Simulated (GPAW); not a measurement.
Runs of GPAW 26.7.0 on Al. The structure is hexagonal, space group P6/mmm (No. 191). The conventional cell has a = 4.492 Å, b = 4.492 Å, c = 2.723 Å, α = 90.00°, β = 90.00°, γ = 120.00°. Al (site symmetry -6m2) is surrounded by 5 Al at 2.59 to 2.72 Å. The cell was built by a generator and needn't be a form met in nature.

| level | potentials or basis | eigensolver | gap on the mesh (eV) | pressure (GPa) |
| --- | --- | --- | --- | --- |
| TPSS | GPAW PAW data sets (gpaw-data 1.2.1), pw | davidson | none | 1.0 |
| r2SCAN | GPAW PAW data sets (gpaw-data 1.2.1), pw | - | none | 0.9 |
| RPBE | the program's PAW data sets (release 1.2.1) made for this functional, pw | - | none | (b) |
| revPBE | the program's PAW data sets (release 1.2.1) made for this functional, pw | - | none | 2.6 |
| PW91 | PAW data sets generated in the run's folder for this functional, pw | - | none | (a) |
| PBEsol | PAW data sets generated in the run's folder for this functional, pw | - | none | 0.6 |
| SCAN | GPAW PAW data sets (gpaw-data 1.2.1), pw | - | none | 0.7 |
| LDA | the program's PAW data sets (release 1.2.1) made for this functional, pw | - | none | -0.5 |

Alike in all rows: task single point; no spin polarisation; cell as given; k mesh 7 × 7 × 10; cutoff (eV) 600; smearing fermi-dirac 0.05 eV.

Question: Estimate the missing entries.

Answer: (a) 1.8; (b) 2.8.

Caveats: the PAW data sets were made with another functional, which shifts forces and pressure a little (some runs).

A gap of «none» marks a metal or a gap under the smearing width.

Runs at the PBE level aren't shown here.
